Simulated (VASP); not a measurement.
# H (I4/mmm) in VASP: a series of runs

The runs below take H through single point, with PBE.

Everything below comes from runs of VASP 6.6.1. Logs are shortened: lines on timing, memory, paths and dates and some standing lists are left out, and cuts for length are marked.

## 1. Starting point

It takes space group I4/mmm (No. 139, tetragonal). Conventional cell: a = 3.383 Å, b = 3.383 Å, c = 4.117 Å, α = 90.00°, β = 90.00°, γ = 90.00°. Around H (site symmetry 4mm) lie 1 H at 0.74 Å.

## 2. Single point, PBE

INCAR reads:

```
SYSTEM = H
  PREC = Accurate
  ENCUT = 700
  EDIFF = 1E-6
  ISMEAR = 0
  SIGMA = 0.05
  LREAL = .FALSE.
  LASPH = .TRUE.
  NELM = 100
  ALGO = Normal
  ISIF = 2
  LWAVE = .FALSE.
  LCHARG = .FALSE.
  GGA = PE
  ADDGRID = .FALSE.
```

KPOINTS reads:

```
Automatic mesh
0
G
  4 4 4
  0 0 0
```

POSCAR reads:

```
H
1.0
   -1.6915344700      1.6915344700      2.0584739900
    1.6915344700     -1.6915344700      2.0584739900
    1.6915344700      1.6915344700     -2.0584739900
H
2
Direct
    0.0961830000      0.0949540000      0.0224580000
    0.9170920000      0.8909110000      0.0100700000
```

Potentials or basis: VASP PAW PBE potentials, release 64 (H).

Started as:

```
$ cat potpaw_PBE.64/H/POTCAR > POTCAR
$ mpirun -np 1 vasp_std > vasp.out
```

OUTCAR:

```text
SYSTEM = H
   PREC = Accurate
   ENCUT = 700
   EDIFF = 1E-6
   ISMEAR = 0
   LREAL = .FALSE.
   LASPH = .TRUE.
   NELM = 100
   ISIF = 2
   GGA = PE

 Found     36 irreducible k-points:

 Following reciprocal coordinates:
            Coordinates               Weight
  0.000000  0.000000  0.000000      1.000000
  0.250000  0.000000  0.000000      2.000000
  0.000000  0.250000  0.000000      2.000000
  0.000000  0.250000 -0.250000      2.000000
  0.250000  0.000000 -0.250000      2.000000
  0.500000  0.000000  0.000000      1.000000
   k-points           NKPTS =     36   k-points in BZ     NKDIM =     36   number of bands    NBANDS=      5
   number of dos      NEDOS =    301   number of ions     NIONS =      2
   total plane-waves  NPLWV =  21952
   dimension x,y,z NGX =    28 NGY =   28 NGZ =   28
   dimension x,y,z NGXF=    56 NGYF=   56 NGZF=   56
   ions per type =               2
   NGX,Y,Z   is equivalent  to a cutoff of  14.75, 14.75, 14.75 a.u.
   NGXF,Y,Z  is equivalent  to a cutoff of  29.50, 29.50, 29.50 a.u.
 SYSTEM =  H
   PREC   = accura    normal or accurate (medium, high low for compatibility)
   ISTART =      0    job   : 0-new  1-cont  2-samecut
   ICHARG =      2    charge: 1-file 2-atom 10-const
   ISPIN  =      1    spin polarized calculation?
   LNONCOLLINEAR =      F non collinear calculations
   LSORBIT =      F    spin-orbit coupling
   LASPH  =      T    aspherical Exc in radial PAW
   ENCUT  =  700.0 eV  51.45 Ry    7.17 a.u.   6.81  6.81  6.81*2*pi/ulx,y,z
   NELM   =    100;   NELMIN=  2; NELMDL= -5     # of ELM steps
   EDIFF  = 0.1E-05   stopping-criterion for ELM
   LREAL  =      F    real-space projection
   EDIFFG = 0.1E-04   stopping-criterion for IOM
   NSW    =      0    number of steps for IOM
   IBRION =     -1    ionic relax: 0-MD 1-quasi-New 2-CG
   NFREE  =      0    steps in history (QN), initial steepest desc. (CG)
   ISIF   =      2    stress and relaxation
   ISYM   =      2    0-nonsym 1-usesym 2-fastsym
   POTIM  = 0.5000    time-step for ionic-motion
   TEBEG  =    0.0;   TEEND  =   0.0 temperature during run
   PSTRESS=    0.0 pullay stress
   NELECT =       2.0000    total number of electrons
   NUPDOWN=      -1.0000    fix difference up-down
   EMIN   =  10.00;   EMAX   =-10.00  energy-range for DOS
   EFERMI =   0.00;   METHOD = LEGACY
   ISMEAR =     0;   SIGMA  =   0.05  broadening in eV -4-tet -1-fermi 0-gaus
   EFERMI_NEDOS =   21; number of points for ismear=-14 and -15
   IALGO  =     38    algorithm
   IMIX   =      4    mixing-type and parameters
     AMIX     =   0.40;   BMIX     =  1.00
     AMIX_MAG =   1.60;   BMIX_MAG =  1.00
  volume/ion in A,a.u.               =      11.78        79.49
  Fermi-wavevector in a.u.,A,eV,Ry     =   0.719497  1.359653  7.043413  0.517676
  Thomas-Fermi vector in A             =   1.808708
   LORBIT       =      0    0 simple, 1 ext, 2 COOP (PROOUT), +10 PAW based schemes
   GGA     = PE    functional components
   LHFCALC =     F    Hartree Fock is set to
   AEXX    =    0.0000 exact exchange contribution
   IVDW    =     0    specifies the selected vdW correction
   LEPSILON=     F    determine dielectric tensor
   LRPA    =     F    only Hartree local field effects (RPA)
 non-spin polarized calculation
 Gauss-broadening in eV      SIGMA  =   0.05
  energy-cutoff  :      700.00
  volume of cell :       23.56
 maximum number of plane-waves:      1016
   NGX = 13   NGY = 13   NGZ = 13

 number of electron       2.0000000 magnetization

 Free energy of the ion-electron system (eV)
  ---------------------------------------------------
  ext. energy  EPLUGINS =         0.00000000
  ---------------------------------------------------
  free energy    TOTEN  =        -6.77940937 eV

  energy without entropy =       -6.77940937  energy(sigma->0) =       -6.77940937

 E-fermi :  -7.7141     XC(G=0):  -5.3773

 val. band max:       -7.9905908179   @ k =   0.5000   0.5000   0.5000
 cond. band min:       0.5130883758   @ k =   0.0000   0.5000   0.0000
 fundamental gap:      8.5036791937
 Fermi energy:        -7.7140798724

 k-point     1 :       0.0000    0.0000    0.0000
  band No.  band energies     occupation
      1     -10.4353      2.00000
      2       5.5922      0.00000
      3       8.6334      0.00000
      4      15.3796      0.00000
      5      15.3911      0.00000

 k-point     2 :       0.2500    0.0000    0.0000
  band No.  band energies     occupation
      1      -9.7370      2.00000
      2       2.9687      0.00000
      3       9.3481      0.00000
      4      11.4427      0.00000
      5      13.1289      0.00000

 k-point     3 :       0.0000    0.2500    0.0000
  band No.  band energies     occupation
      1      -9.7221      2.00000
      2       2.7988      0.00000
      3       9.4476      0.00000
      4      11.7241      0.00000
      5      13.0784      0.00000

 k-point     4 :       0.0000    0.2500   -0.2500
  band No.  band energies     occupation
      1      -9.7296      2.00000
      2       2.8837      0.00000
      3       9.3987      0.00000
      4      11.5735      0.00000
      5      13.1092      0.00000

 k-point     5 :       0.2500    0.0000   -0.2500
  band No.  band energies     occupation
      1      -9.7440      2.00000
      2       3.0509      0.00000
      3       9.2966      0.00000
      4      11.3311      0.00000
      5      13.1418      0.00000

 k-point     6 :       0.5000    0.0000    0.0000
  band No.  band energies     occupation
      1      -8.8396      2.00000
      2       0.7506      0.00000
      3       8.8768      0.00000
      4      10.2947      0.00000
      5      12.1905      0.00000

 [... further k-points ...]

------------------------ aborting loop because EDIFF is reached ----------------------------------------

  FORCE on cell =-STRESS in cart. coord.  units (eV):
  Direction    XX          YY          ZZ          XY          YZ          ZX
  --------------------------------------------------------------------------------------
  -------------------------------------------------------------------------------------
  Total        0.0544549      0.0578066     -0.3505304      0.0007520      0.0123105     -0.0366407
  in kB        3.7032258      3.9311606    -23.8379638      0.0511406      0.8371794     -2.4917688
  external PRESSURE =      -5.4011925 kB  Pullay stress =       0.0000000 kB

 VOLUME and BASIS-vectors are now :
 -----------------------------------------------------------------------------
  energy-cutoff  :      700.00
  volume of cell :       23.56
      direct lattice vectors                 reciprocal lattice vectors
    -1.691534470  1.691534470  2.058473990     0.000000000  0.295589602  0.242898381
     1.691534470 -1.691534470  2.058473990     0.295589602  0.000000000  0.242898381
     1.691534470  1.691534470 -2.058473990     0.295589602  0.295589602  0.000000000

 POSITION                                       TOTAL-FORCE (eV/Angst)
 -----------------------------------------------------------------------------------
      0.03591      0.04007      0.34722        -0.048804      0.016423     -0.545908
     -0.02725      0.06132      3.70100         0.048804     -0.016423      0.545908
 -----------------------------------------------------------------------------------
    total drift:                                0.000000      0.000000      0.000001

  FREE ENERGIE OF THE ION-ELECTRON SYSTEM (eV)
  ---------------------------------------------------
  free  energy   TOTEN  =        -6.7794093674 eV

  energy  without entropy=       -6.7794093674  energy(sigma->0) =       -6.77940937
```

Run time: 3.7 s. Hardware: 1 thread of Intel Xeon Platinum 8488C (Sapphire Rapids), shared host; peak memory 0.14 GiB.

These settings aren't checked as converged: the numbers below hold their error.

Results:

| Quantity | Value |
| --- | --- |
| Free energy | -6.7794 eV |
| Pressure | -0.5 GPa |
| Largest force | 0.548 eV/Å |
| Band gap on the k mesh | 8.50 eV, indirect (least direct gap 9.31 eV) |

Caveat: the k mesh is coarse (spacing up to 0.66 Å⁻¹), so the values aren't converged.

## 3. Single point, PBE

Changes to INCAR since step 2:

```diff
@@ -2,3 +2,3 @@
   PREC = Accurate
-  ENCUT = 700
+  ENCUT = 450
   EDIFF = 1E-6
```

KPOINTS reads:

```
Automatic mesh
0
G
  5 5 5
  0 0 0
```

POSCAR reads:

```
H
1.0
   -1.6915344700      1.6915344700      2.0584739900
    1.6915344700     -1.6915344700      2.0584739900
    1.6915344700      1.6915344700     -2.0584739900
H
2
Direct
    0.0901377100      0.0901377100      0.0000000000
    0.9098622900      0.9098622900      0.0000000000
```

Potentials or basis: VASP PAW PBE potentials, release 64 (H).

Started as:

```
$ cat potpaw_PBE.64/H/POTCAR > POTCAR
$ mpirun -np 1 vasp_std > vasp.out
```

Wall time 1.8 s (1 thread of Intel Xeon Platinum 8488C (Sapphire Rapids), shared host); peak memory 0.12 GiB.

The run converged, but some of its settings lie outside the range that counts as converged, so its numbers aren't taken as properties of the crystal.

Results:

```
Free energy            : -6.7765 eV
Pressure               : 0.3 GPa
Largest force          : 0.274 eV/Å
Band gap on the k mesh : 9.47 eV, indirect (least direct gap 10.15 eV)
```

Caveat: the k mesh is coarse (spacing up to 0.53 Å⁻¹), so the values aren't converged; an odd mesh through Γ misses points on the zone boundary, where band edges often lie.

## 4. Single point, PBE

INCAR is that of step 3.

KPOINTS is that of step 3.

POSCAR reads:

```
H
1.0
   -1.6915344700      1.6915344700      2.0584739900
    1.6915344700     -1.6915344700      2.0584739900
    1.6915344700      1.6915344700     -2.0584739900
H
2
Direct
    0.0961830000      0.0949540000      0.0224580000
    0.9170920000      0.8909110000      0.0100700000
```

Potentials or basis: VASP PAW PBE potentials, release 64 (H).

Started as:

```
$ cat potpaw_PBE.64/H/POTCAR > POTCAR
$ mpirun -np 1 vasp_std > vasp.out
```

OUTCAR:

```text
SYSTEM = H
   PREC = Accurate
   ENCUT = 450
   EDIFF = 1E-6
   ISMEAR = 0
   LREAL = .FALSE.
   LASPH = .TRUE.
   NELM = 100
   ISIF = 2
   GGA = PE

 Found     63 irreducible k-points:

 Following reciprocal coordinates:
            Coordinates               Weight
  0.000000  0.000000  0.000000      1.000000
  0.200000 -0.000000  0.000000      2.000000
 -0.000000  0.200000  0.000000      2.000000
 -0.000000  0.200000 -0.200000      2.000000
  0.200000 -0.000000 -0.200000      2.000000
  0.400000 -0.000000  0.000000      2.000000
   k-points           NKPTS =     63   k-points in BZ     NKDIM =     63   number of bands    NBANDS=      5
   number of dos      NEDOS =    301   number of ions     NIONS =      2
   total plane-waves  NPLWV =  13824
   dimension x,y,z NGX =    24 NGY =   24 NGZ =   24
   dimension x,y,z NGXF=    48 NGYF=   48 NGZF=   48
   ions per type =               2
   NGX,Y,Z   is equivalent  to a cutoff of  12.64, 12.64, 12.64 a.u.
   NGXF,Y,Z  is equivalent  to a cutoff of  25.29, 25.29, 25.29 a.u.
 SYSTEM =  H
   PREC   = accura    normal or accurate (medium, high low for compatibility)
   ISTART =      0    job   : 0-new  1-cont  2-samecut
   ICHARG =      2    charge: 1-file 2-atom 10-const
   ISPIN  =      1    spin polarized calculation?
   LNONCOLLINEAR =      F non collinear calculations
   LSORBIT =      F    spin-orbit coupling
   LASPH  =      T    aspherical Exc in radial PAW
   ENCUT  =  450.0 eV  33.07 Ry    5.75 a.u.   5.46  5.46  5.46*2*pi/ulx,y,z
   NELM   =    100;   NELMIN=  2; NELMDL= -5     # of ELM steps
   EDIFF  = 0.1E-05   stopping-criterion for ELM
   LREAL  =      F    real-space projection
   EDIFFG = 0.1E-04   stopping-criterion for IOM
   NSW    =      0    number of steps for IOM
   IBRION =     -1    ionic relax: 0-MD 1-quasi-New 2-CG
   NFREE  =      0    steps in history (QN), initial steepest desc. (CG)
   ISIF   =      2    stress and relaxation
   ISYM   =      2    0-nonsym 1-usesym 2-fastsym
   POTIM  = 0.5000    time-step for ionic-motion
   TEBEG  =    0.0;   TEEND  =   0.0 temperature during run
   PSTRESS=    0.0 pullay stress
   NELECT =       2.0000    total number of electrons
   NUPDOWN=      -1.0000    fix difference up-down
   EMIN   =  10.00;   EMAX   =-10.00  energy-range for DOS
   EFERMI =   0.00;   METHOD = LEGACY
   ISMEAR =     0;   SIGMA  =   0.05  broadening in eV -4-tet -1-fermi 0-gaus
   EFERMI_NEDOS =   21; number of points for ismear=-14 and -15
   IALGO  =     38    algorithm
   IMIX   =      4    mixing-type and parameters
     AMIX     =   0.40;   BMIX     =  1.00
     AMIX_MAG =   1.60;   BMIX_MAG =  1.00
  volume/ion in A,a.u.               =      11.78        79.49
  Fermi-wavevector in a.u.,A,eV,Ry     =   0.719497  1.359653  7.043413  0.517676
  Thomas-Fermi vector in A             =   1.808708
   LORBIT       =      0    0 simple, 1 ext, 2 COOP (PROOUT), +10 PAW based schemes
   GGA     = PE    functional components
   LHFCALC =     F    Hartree Fock is set to
   AEXX    =    0.0000 exact exchange contribution
   IVDW    =     0    specifies the selected vdW correction
   LEPSILON=     F    determine dielectric tensor
   LRPA    =     F    only Hartree local field effects (RPA)
 non-spin polarized calculation
 Gauss-broadening in eV      SIGMA  =   0.05
  energy-cutoff  :      450.00
  volume of cell :       23.56
 maximum number of plane-waves:       522
 NGX is ok and might be reduce to    24
   NGX = 11   NGY = 11   NGZ = 11

 number of electron       2.0000000 magnetization

 Free energy of the ion-electron system (eV)
  ---------------------------------------------------
  ext. energy  EPLUGINS =         0.00000000
  ---------------------------------------------------
  free energy    TOTEN  =        -6.77315581 eV

  energy without entropy =       -6.77315581  energy(sigma->0) =       -6.77315581

 E-fermi :  -7.8369     XC(G=0):  -5.3781

 val. band max:       -8.1177608862   @ k =  -0.4000   0.4000   0.4000
 cond. band min:       0.9509858122   @ k =  -0.0000   0.4000   0.0000
 fundamental gap:      9.0687466985
 Fermi energy:        -7.8368914731

 k-point     1 :       0.0000    0.0000    0.0000
  band No.  band energies     occupation
      1     -10.4340      2.00000
      2       5.5965      0.00000
      3       8.6378      0.00000
      4      15.3804      0.00000
      5      15.3919      0.00000

 k-point     2 :       0.2000   -0.0000    0.0000
  band No.  band energies     occupation
      1      -9.9674      2.00000
      2       3.6875      0.00000
      3       9.2720      0.00000
      4      12.2084      0.00000
      5      13.5516      0.00000

 k-point     3 :      -0.0000    0.2000    0.0000
  band No.  band energies     occupation
      1      -9.9579      2.00000
      2       3.5471      0.00000
      3       9.3956      0.00000
      4      12.4097      0.00000
      5      13.5112      0.00000

 k-point     4 :      -0.0000    0.2000   -0.2000
  band No.  band energies     occupation
      1      -9.9627      2.00000
      2       3.6175      0.00000
      3       9.3326      0.00000
      4      12.3042      0.00000
      5      13.5343      0.00000

 k-point     5 :       0.2000   -0.0000   -0.2000
  band No.  band energies     occupation
      1      -9.9719      2.00000
      2       3.7549      0.00000
      3       9.2145      0.00000
      4      12.1235      0.00000
      5      13.5653      0.00000

 k-point     6 :       0.4000   -0.0000    0.0000
  band No.  band energies     occupation
      1      -9.0315      2.00000
      2       1.1766      0.00000
      3       9.0517      0.00000
      4      10.3897      0.00000
      5      12.3347      0.00000

 [... further k-points ...]

------------------------ aborting loop because EDIFF is reached ----------------------------------------

  FORCE on cell =-STRESS in cart. coord.  units (eV):
  Direction    XX          YY          ZZ          XY          YZ          ZX
  --------------------------------------------------------------------------------------
  -------------------------------------------------------------------------------------
  Total       -0.0120165     -0.0086692     -0.4173513      0.0007496      0.0123642     -0.0367486
  in kB       -0.8171842     -0.5895526    -28.3821504      0.0509757      0.8408354     -2.4991052
  external PRESSURE =      -9.9296290 kB  Pullay stress =       0.0000000 kB

 VOLUME and BASIS-vectors are now :
 -----------------------------------------------------------------------------
  energy-cutoff  :      450.00
  volume of cell :       23.56
      direct lattice vectors                 reciprocal lattice vectors
    -1.691534470  1.691534470  2.058473990     0.000000000  0.295589602  0.242898381
     1.691534470 -1.691534470  2.058473990     0.295589602  0.000000000  0.242898381
     1.691534470  1.691534470 -2.058473990     0.295589602  0.295589602  0.000000000

 POSITION                                       TOTAL-FORCE (eV/Angst)
 -----------------------------------------------------------------------------------
      0.03591      0.04007      0.34722        -0.046688      0.015731     -0.520633
     -0.02725      0.06132      3.70100         0.046688     -0.015731      0.520633
 -----------------------------------------------------------------------------------
    total drift:                                0.000001      0.000001      0.000002

  FREE ENERGIE OF THE ION-ELECTRON SYSTEM (eV)
  ---------------------------------------------------
  free  energy   TOTEN  =        -6.7731558080 eV

  energy  without entropy=       -6.7731558080  energy(sigma->0) =       -6.77315581
```

OSZICAR:

```text
N       E                     dE             d eps       ncg     rms          rms(c)
DAV:   1    -0.687215320223E+01   -0.68722E+01   -0.43575E+02   635   0.229E+02
DAV:   2    -0.729424949401E+01   -0.42210E+00   -0.42210E+00   845   0.168E+01
DAV:   3    -0.729522618722E+01   -0.97669E-03   -0.97669E-03   695   0.781E-01
DAV:   4    -0.729522811752E+01   -0.19303E-05   -0.19303E-05   790   0.375E-02
DAV:   5    -0.729522812195E+01   -0.44284E-08   -0.44285E-08   695   0.142E-03    0.425E+00
DAV:   6    -0.693878923532E+01    0.35644E+00   -0.18708E-01   630   0.204E+00    0.233E+00
DAV:   7    -0.676978499159E+01    0.16900E+00   -0.41557E-01   650   0.323E+00    0.264E-01
DAV:   8    -0.677400420988E+01   -0.42192E-02   -0.84123E-03   630   0.535E-01    0.164E-01
DAV:   9    -0.677314633334E+01    0.85788E-03   -0.20347E-03   640   0.246E-01    0.119E-02
DAV:  10    -0.677315197528E+01   -0.56419E-05   -0.32626E-05   735   0.475E-02    0.410E-03
DAV:  11    -0.677315572437E+01   -0.37491E-05   -0.39015E-06   670   0.169E-02    0.208E-03
DAV:  12    -0.677315580800E+01   -0.83630E-07   -0.87293E-08   495   0.242E-03
   1 F= -.67731558E+01 E0= -.67731558E+01  d E =-.172889E-16
```

stdout:

```text
POSCAR found type information on POSCAR H
 POSCAR found :  1 types and       2 ions
 scaLAPACK will be used
 LDA part: xc-table for (Slater+PW92), standard interpolation
 POSCAR, INCAR and KPOINTS ok, starting setup
 FFT: planning ... GRIDC
 FFT: planning ... GRID_SOFT
 FFT: planning ... GRID
 WAVECAR not read
 entering main loop
```

Run time: 2.9 s. Hardware: 1 thread of Intel Xeon Platinum 8488C (Sapphire Rapids), shared host; peak memory 0.12 GiB.

These settings aren't checked as converged: the numbers below hold their error.

Results:

```
Free energy            : -6.7732 eV
Pressure               : -1.0 GPa
Largest force          : 0.523 eV/Å
Band gap on the k mesh : 9.07 eV, indirect (least direct gap 9.76 eV)
```

Caveat: the k mesh is coarse (spacing up to 0.53 Å⁻¹), so the values aren't converged; an odd mesh through Γ misses points on the zone boundary, where band edges often lie.

[end of part 1 of 2]
